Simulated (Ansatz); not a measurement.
# SnSe (Pnma) in Ansatz: reference runs

How does SnSe come out in PBE? The cell is run as given and disturbed.

Program: Ansatz 0.2.0. These are calculated values, not measurements. Logs are shortened: lines on timing, memory, paths and dates and some standing lists are left out, and cuts for length are marked.

### 1 The crystal as given

It takes space group Pnma (No. 62, orthorhombic). Conventional cell: a = 11.420 Å, b = 4.190 Å, c = 4.460 Å, α = 90.00°, β = 90.00°, γ = 90.00°. Sn (site symmetry m) has 3 Se at 2.69 to 2.83 Å as nearest neighbours. Se (site symmetry m) is surrounded by 3 Sn at 2.69 to 2.83 Å.

### 2 Single point, PBE

The input, input.yaml:

```yaml
crystal:
  lattice:
    - [11.42, 0.0, 0.0]
    - [0.0, 4.19, 0.0]
    - [0.0, 0.0, 4.46]
  atoms:
    - { symbol: Sn, position: [0.877, 0.75, 0.909] }
    - { symbol: Sn, position: [0.623, 0.25, 0.409] }
    - { symbol: Sn, position: [0.377, 0.75, 0.591] }
    - { symbol: Sn, position: [0.123, 0.25, 0.091] }
    - { symbol: Se, position: [0.643, 0.75, 0.984] }
    - { symbol: Se, position: [0.857, 0.25, 0.484] }
    - { symbol: Se, position: [0.143, 0.75, 0.516] }
    - { symbol: Se, position: [0.357, 0.25, 0.016] }
kpoints:
  mp_grid: { grid: [3, 6, 6] }
scf:
  occupations: { method: fermi_dirac, width: 0.05 }
hamiltonian:
  xc: pbe
  pseudopotentials: { kind: all_electron, lapw: { basis_error: 0.001 } }
output:
  forces: true
  stress: true
  eigenvalues: true
  populations: true
```

Potentials or basis: all-electron LAPW, scalar-relativistic.

On the command line:

```sh
ansatz run input.yaml --threads 4 --pin off --max-ram 10240MiB --backend cpu --events-out ev --progress --plain --runs-dir out
```

Output:

```text
Warning: RAYON_NUM_THREADS=4 ignored (pool sized by the plan → 4); use --threads N
Sn: projections on atomic orbitals take those of the free atom 1s2 2s2 2p6 3s2 3p6 3d10 4s2 4p6 4d10 5s2 5p2, of charge +0.00 (hamiltonian.pseudopotentials.projection_atoms)
Se: projections on atomic orbitals take those of the free atom 1s2 2s2 2p6 3s2 3p6 3d10 4s2 4p4, of charge +0.00 (hamiltonian.pseudopotentials.projection_atoms)
LAPW: plane waves up to 8.206 Å⁻¹, error target 1.0e-3 eV per atom; small_component_spin mean_spin; Se in spheres of 1.293 Å, 24 of its electrons in bands, Dirac shells []; Sn in spheres of 1.400 Å, 22 of its electrons in bands, Dirac shells [] (how accurate: hamiltonian.pseudopotentials.lapw.basis_error, Limitations)
Engine: ansatz 0.2.0, x86_64-unknown-linux-gnu
Pseudopotentials: kind: all_electron
Pseudopotential: Sn, LAPW, valence charge 22, lapw/all_electron/scalar/gaussian/Sn, Koelling and Harmon's equation, gaussian nucleus
Pseudopotential: Se, LAPW, valence charge 24, lapw/all_electron/scalar/gaussian/Se, Koelling and Harmon's equation, gaussian nucleus
Functional definition: PBE
  parameter kappa = 0.804
  parameter beta = 0.06672455060314922
  exchange = pbe_x(kappa = kappa, mu = beta*pi^2/3)
  correlation = pbe_c(beta = beta)
Crystal: 8 atoms, lattice volume = 213.410 Å³
Basis set: ecut = 256.5493647270417 eV, 1981 PW (Γ), exchange–correlation at level 2
Bands: 111, of which v1, the nominal top of the filled ones, is band 92 counted from 1 (91 counted from 0)
Symmetry: 8 space group operations
Space group: Pnma (ITA 62), of the structure as read, at distance tolerance 6.0e-5 Å
k-points: 32 of 108
Non-local potential: Sn, projectors of the file, none
Non-local potential: Se, projectors of the file, none
Initial density: superposition of atomic densities (chi_scale 0.1, normalization cell, long waves kept (reshape's long-wave potential 0.02 eV rms))
Initial wavefunctions: plane waves of lowest kinetic energy (no species holds an atomic orbital)
Functional: x = pbe(κ = 0.804, μ = 0.2195149727645171), c = pbe(β = 0.06672455060314922)
iter 1 solved again at ethr=1.36e-3 eV; its pass at ethr=1.00e-1 eV (dr2=2.49e0 eV) is discarded
SCF iter   1: F=—  HF=-936864.521426 eV  |F-HF|=—  |Δ(HF+E_count)|=         —  Δρ=2.38e-2  dr2=2.50e0  ethr=1.36e-3  ⟨swp⟩=2.0  Hψ=22396  notcnv=0
preconditioner: auto → Resta (q_TF=auto, 2.662 Å⁻¹)  ε∞=2.6  [insulator: Δε(μ)=0.758 eV  Ē_g=18.045 eV  σ=0.050 eV  W_gap=1.00  n_scr=68 (ndim 8)  ℏωp=22.7 eV  f_vac=0.013  D(μ)=0.00/eV (n_scr^D=0)  ε∞_Penn≈2.6]
SCF iter   2: F=—  HF=-936863.811682 eV  |F-HF|=—  |Δ(HF+E_count)|=   7.10e-1  Δρ=9.41e-3  dr2=2.73e-1  ethr=1.36e-3  ⟨swp⟩=2.1  Hψ=10786  notcnv=0
SCF iter   3: F=—  HF=-936863.793754 eV  |F-HF|=—  |Δ(HF+E_count)|=   1.79e-2  Δρ=4.63e-3  dr2=6.63e-2  ethr=1.48e-4  ⟨swp⟩=2.0  Hψ=10198  notcnv=0
iter 4 solved again at ethr=1.27e-6 eV; its pass at ethr=3.60e-5 eV (dr2=2.34e-3 eV) is discarded
SCF iter   4: F=—  HF=-936863.802371 eV  |F-HF|=—  |Δ(HF+E_count)|=         —  Δρ=9.61e-4  dr2=2.34e-3  ethr=1.27e-6  ⟨swp⟩=2.0  Hψ=17857  notcnv=0
the basis was enlarged: its passes take 860.3 KiB over the memory plan, 4 of 4 planned eigensolver slots
SCF iter   5: F=—  HF=-936863.800568 eV  |F-HF|=—  |Δ(HF+E_count)|=   1.80e-3  Δρ=2.54e-4  dr2=1.65e-4  ethr=1.27e-6  ⟨swp⟩=2.9  Hψ=10305  notcnv=0
SCF iter   6: F=—  HF=-936863.800754 eV  |F-HF|=—  |Δ(HF+E_count)|=   1.85e-4  Δρ=7.14e-5  dr2=1.67e-5  ethr=8.99e-8  ⟨swp⟩=3.0  Hψ=10723  notcnv=0
SCF iter   7: F=—  HF=-936863.800754 eV  |F-HF|=—  |Δ(HF+E_count)|=   3.96e-8  Δρ=3.86e-5  dr2=4.34e-6  ethr=9.09e-9  ⟨swp⟩=3.0  Hψ=10564  notcnv=0
SCF iter   8: F=—  HF=-936863.800759 eV  |F-HF|=—  |Δ(HF+E_count)|=   5.39e-6  Δρ=8.97e-6  dr2=2.29e-7  ethr=2.36e-9  ⟨swp⟩=3.0  Hψ=10793  notcnv=0
SCF iter   9: F=-936863.800759 eV  HF=-936863.800759 eV  |F-HF|=7.45e-9  |Δ(HF+E_count)|=   3.10e-7  Δρ=2.21e-6  dr2=1.34e-8  ethr=1.24e-10  ⟨swp⟩=3.0  Hψ=10804  notcnv=0
SCF 1 converged in 9 iterations: F = -936863.800759 eV  dr2 = 1.34e-8
SCF converged after 9 iterations
Free energy (F): -936863.800759 eV
Harris-Foulkes:  -936863.800759 eV  (|F-HF|=7.45e-9)
Internal energy: -936863.800648 eV  (E = F + TS)
E sigma→0 (E₀):  -936863.800704 eV
Entropy (-TS):   -0.000111 eV (-0.014 meV/atom)
Fermi energy:    11.078019 eV
--- Per-component energies (eV) ---
  E_band       = -9246.291567
  E_kinetic    = 977917.087402
  E_xc         = -27573.307231
  E_electrostatic = -1887207.580819  (all electrons and nuclei)
  E_smearing   = -0.000111  (= −TS)
  E_closure    = 0.000000  (closes the sum)
  E_atoms      = -936831.129413  (free atoms, spherical and without spin; not in F)
  Σ components = -936863.800759   (vs F -936863.800759, Δ=0.00e0)
  Basis errors (estimates in eV, not in F): energy 4.5e-4 per atom: plane waves 4.1e-4 (2.3e-4 summed), levels above the bands 1.3e-70, relativity 1.2e-8, radial functions 4.4e-5, core shells 4.5e-8; eigenvalues (radial functions only) 1.0e-6; not estimated: angular momenta, meshes, grids; target (lapw.basis_error) 1.0e-3; muffin-tin radii Se 1.293 Å, Sn 1.400 Å
--- Forces (eV/Å), atoms counted from 1 ---
  atom   1  Sn     0.30857870     0.00000000    -0.01962128
  atom   2  Sn    -0.30857870     0.00000000    -0.01962128
  atom   3  Sn     0.30857870     0.00000000     0.01962128
  atom   4  Sn    -0.30857870     0.00000000     0.01962128
  atom   5  Se    -0.25726218     0.00000000     0.02913026
  atom   6  Se     0.25726218     0.00000000     0.02913026
  atom   7  Se    -0.25726218     0.00000000    -0.02913026
  atom   8  Se     0.25726218     0.00000000    -0.02913026
  max |Σ_I F_I| component: 0.00e0 eV/Å
--- Stress (GPa, compression-positive) ---
        4.209078       0.000000       0.000000
        0.000000       1.583328       0.000000
        0.000000       0.000000       1.377840
  P = ⅓ Tr σ = 2.3901 GPa (23.901 kbar)
--- Band table (eV; the first three rows and the last of 32) ---
  k-point 0: bands = ["-196.9082", "-196.9082", "-196.9082", "-196.9082", "-136.3848", "-136.3848", "-136.3848", "-136.3848", "-136.3797", "-136.3797", "-136.3797", "-136.3797", "-136.3604", "-136.3604", "-136.3604", "-136.3604", "-118.5044", "-118.5044", "-118.5044", "-118.5044", "-74.3061", "-74.3061", "-74.3061", "-74.3061", "-74.3059", "-74.3058", "-74.3057", "-74.3057", "-74.2603", "-74.2603", "-74.2600", "-74.2599", "-36.6007", "-36.6007", "-36.6006", "-36.6006", "-36.6002", "-36.6001", "-36.6000", "-36.6000", "-36.5869", "-36.5868", "-36.5868", "-36.5866", "-36.5807", "-36.5806", "-36.5805", "-36.5805", "-36.5769", "-36.5769", "-36.5767", "-36.5767", "-10.5619", "-10.5484", "-10.5464", "-10.5443", "-10.5423", "-10.5391", "-10.5388", "-10.5355", "-10.5335", "-10.5304", "-10.5274", "-10.5172", "-10.5134", "-10.5114", "-10.4967", "-10.4929", "-10.4852", "-10.4823", "-10.4803", "-10.4699", "-3.0202", "-2.6907", "-1.9341", "-1.4644", "3.5784", "4.6449", "5.3998", "5.6891", "5.8139", "7.3293", "7.4095", "7.4561", "7.8972", "7.9584", "8.5720", "8.9764", "9.2561", "9.6070", "10.0237", "10.2404", "11.6012", "13.7692", "13.8523", "13.8756", "14.1431", "14.1788", "15.1318", "15.3269", "15.4149", "15.4362", "16.0656", "16.7066", "16.7681", "16.7949", "17.2301", "17.5162", "17.6305", "18.3376", "19.1356"]
  k-point 1: bands = ["-196.9082", "-196.9082", "-196.9082", "-196.9082", "-136.3848", "-136.3848", "-136.3848", "-136.3848", "-136.3797", "-136.3797", "-136.3797", "-136.3797", "-136.3604", "-136.3604", "-136.3604", "-136.3604", "-118.5044", "-118.5044", "-118.5044", "-118.5044", "-74.3061", "-74.3061", "-74.3061", "-74.3061", "-74.3059", "-74.3058", "-74.3057", "-74.3057", "-74.2603", "-74.2603", "-74.2600", "-74.2599", "-36.6007", "-36.6007", "-36.6006", "-36.6006", "-36.6002", "-36.6001", "-36.6000", "-36.6000", "-36.5869", "-36.5868", "-36.5867", "-36.5866", "-36.5807", "-36.5806", "-36.5805", "-36.5805", "-36.5769", "-36.5769", "-36.5767", "-36.5767", "-10.5602", "-10.5472", "-10.5466", "-10.5454", "-10.5415", "-10.5412", "-10.5394", "-10.5347", "-10.5329", "-10.5272", "-10.5263", "-10.5176", "-10.5132", "-10.5119", "-10.4967", "-10.4921", "-10.4864", "-10.4832", "-10.4795", "-10.4705", "-2.9041", "-2.5835", "-1.9244", "-1.4963", "3.2127", "4.3851", "4.6779", "5.3322", "5.9182", "7.5085", "7.5893", "8.0059", "8.0626", "8.5801", "8.6859", "9.1969", "9.3170", "9.7675", "10.0902", "10.2320", "11.7011", "12.8863", "13.4547", "13.6273", "13.8965", "14.1823", "14.6604", "14.6725", "15.2883", "15.4724", "15.9041", "15.9771", "16.1832", "16.8947", "17.2867", "17.5611", "18.2611", "18.5676", "18.8380"]
  k-point 2: bands = ["-196.9082", "-196.9082", "-196.9082", "-196.9082", "-136.3848", "-136.3848", "-136.3848", "-136.3848", "-136.3797", "-136.3797", "-136.3797", "-136.3797", "-136.3604", "-136.3604", "-136.3604", "-136.3604", "-118.5044", "-118.5044", "-118.5044", "-118.5044", "-74.3061", "-74.3061", "-74.3061", "-74.3061", "-74.3059", "-74.3058", "-74.3057", "-74.3057", "-74.2603", "-74.2603", "-74.2600", "-74.2600", "-36.6007", "-36.6007", "-36.6006", "-36.6006", "-36.6001", "-36.6001", "-36.6000", "-36.6000", "-36.5868", "-36.5868", "-36.5867", "-36.5866", "-36.5807", "-36.5806", "-36.5805", "-36.5805", "-36.5769", "-36.5768", "-36.5768", "-36.5767", "-10.5561", "-10.5480", "-10.5475", "-10.5452", "-10.5445", "-10.5407", "-10.5405", "-10.5377", "-10.5261", "-10.5238", "-10.5205", "-10.5189", "-10.5150", "-10.5122", "-10.4956", "-10.4901", "-10.4893", "-10.4854", "-10.4774", "-10.4723", "-2.5941", "-2.2951", "-1.9754", "-1.6359", "2.7446", "3.5584", "4.0181", "4.6103", "6.4006", "7.7509", "8.0804", "8.5084", "8.8268", "8.8727", "8.9982", "9.3451", "9.5446", "10.0849", "10.3164", "10.8051", "11.7371", "12.2459", "12.2728", "12.4719", "13.2145", "13.3177", "13.7772", "13.8092", "14.6448", "14.7044", "16.0478", "16.3941", "16.9437", "17.4086", "18.0000", "18.4416", "18.5313", "18.8948", "19.2641"]
  k-point 31: bands = ["-196.9082", "-196.9082", "-196.9082", "-196.9082", "-136.3848", "-136.3848", "-136.3848", "-136.3848", "-136.3797", "-136.3797", "-136.3797", "-136.3797", "-136.3604", "-136.3604", "-136.3604", "-136.3604", "-118.5044", "-118.5044", "-118.5044", "-118.5044", "-74.3061", "-74.3061", "-74.3061", "-74.3061", "-74.3058", "-74.3058", "-74.3058", "-74.3058", "-74.2601", "-74.2601", "-74.2601", "-74.2601", "-36.6007", "-36.6007", "-36.6007", "-36.6007", "-36.6000", "-36.6000", "-36.6000", "-36.6000", "-36.5867", "-36.5867", "-36.5867", "-36.5867", "-36.5806", "-36.5806", "-36.5806", "-36.5806", "-36.5767", "-36.5767", "-36.5767", "-36.5767", "-10.5654", "-10.5654", "-10.5621", "-10.5621", "-10.5315", "-10.5315", "-10.5291", "-10.5291", "-10.5228", "-10.5228", "-10.5208", "-10.5208", "-10.5045", "-10.5045", "-10.4984", "-10.4984", "-10.4811", "-10.4811", "-10.4771", "-10.4771", "-1.7232", "-1.7232", "-1.7188", "-1.7188", "4.0815", "4.0815", "4.1549", "4.1549", "5.9592", "5.9592", "6.2548", "6.2548", "6.9576", "6.9576", "7.2751", "7.2751", "9.0077", "9.0077", "9.3708", "9.3708", "13.4173", "13.4173", "13.6056", "13.6056", "15.5415", "15.5415", "15.5471", "15.5471", "17.0114", "17.0114", "17.1836", "17.1836", "17.2774", "17.2774", "18.0976", "18.0976", "20.3025", "20.3025", "20.8992"]
--- Löwdin populations: 8 sites ---
  site symbol       q [e]
     0     Sn     49.6898
     1     Sn     49.6898
     2     Sn     49.6898
     3     Sn     49.6898
     4     Se     34.2477
     5     Se     34.2477
     6     Se     34.2477
     7     Se     34.2477
  spilling = 0.000744 (of n_electrons = 336.000000)
```

It took 26 s on 4 threads of Intel Xeon 6975P-C (Granite Rapids), shared host; peak memory 1.4 GiB.

What came out:

```
Free energy            : -936863.8008 eV
Pressure               : 2.4 GPa
Largest force          : 0.309 eV/Å
Band gap on the k mesh : 0.54 eV, indirect (least direct gap 0.72 eV)
Loewdin charges        : Sn +0.31; Se -0.25 e
```

Forces in eV/Å, atoms in the order of the input:
```
Sn   0.309  0.000 -0.020
Sn  -0.309  0.000 -0.020
Sn   0.309  0.000  0.020
Sn  -0.309  0.000  0.020
Se  -0.257  0.000  0.029
Se   0.257  0.000  0.029
Se  -0.257  0.000 -0.029
Se   0.257  0.000 -0.029
```

Stress tensor (GPa, compression positive):
```
4.21 0.00 0.00
0.00 1.58 0.00
0.00 0.00 1.38
```

Levels at points of the mesh, in eV from the valence-band top:
```csv
k point,band 90,band 91,band 92,band 93,band 94,band 95
"(0.00, 0.00, 0.00)",-1.20,-0.78,-0.56,0.80,2.96,3.05
"(0.00, 0.00, -0.50)",-0.78,-0.31,-0.31,1.26,1.26,1.59
"(0.00, -0.50, 0.00)",-1.03,-0.76,-0.76,0.91,0.91,1.40
"(0.00, -0.50, -0.50)",-2.25,-1.52,-1.52,2.86,2.86,3.12
```

Caveat: spin-orbit coupling is left out, which moves the levels of the heavy elements; an odd mesh through Γ misses points on the zone boundary, where band edges often lie.

(Continued in part 2 of 2.)
